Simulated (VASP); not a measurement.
Runs of VASP 6.6.1 on MnS. It takes space group R-3m (No. 166, trigonal). The conventional cell has a = 3.660 Å, b = 3.660 Å, c = 8.913 Å, α = 90.00°, β = 90.00°, γ = 120.00°. Mn (site symmetry -3m) has 6 S at 2.58 Å as nearest neighbours. S (site symmetry -3m) is surrounded by 6 Mn at 2.58 Å. The cell is a database's computed one.

| level | U | gap on the mesh (eV) | pressure (GPa) | moment (μB) |
| --- | --- | --- | --- | --- |
| PBEsol+U | Mn d U = 6 eV | 2.54 | 3.2 | 0.00 |
| PBEsol+U | Mn d U = 4 eV | 2.20 | 1.0 | 0.00 |
| PBEsol | - | (c) | -5.7 | 0.00 |
| PBEsol+U | Mn d U = 2 eV | (a) | -1.9 | 0.00 |
| PBEsol+U | Mn d U = 3 eV | 1.89 | -0.4 | 0.00 |
| PBEsol+U | Mn d U = 5 eV | 2.44 | 2.2 | 0.00 |
| PBEsol+U | Mn d U = 8 eV | (b) | 5.0 | 0.00 |

Alike in all rows: task single point; potentials or basis VASP PAW PBE potentials, release 64 (Mn_pv, S); spin collinear, antiferromagnetic start; cell as given; k mesh 9 × 9 × 9; cutoff (eV) 520; smearing fermi-dirac 0.05 eV.

Q: Estimate the missing entries.

A: (a) 1.54; (b) 2.65; (c) 0.72.

Caveats: the PAW data sets were made with another functional, which shifts forces and pressure a little; an odd mesh through Γ misses points on the zone boundary, where band edges often lie.
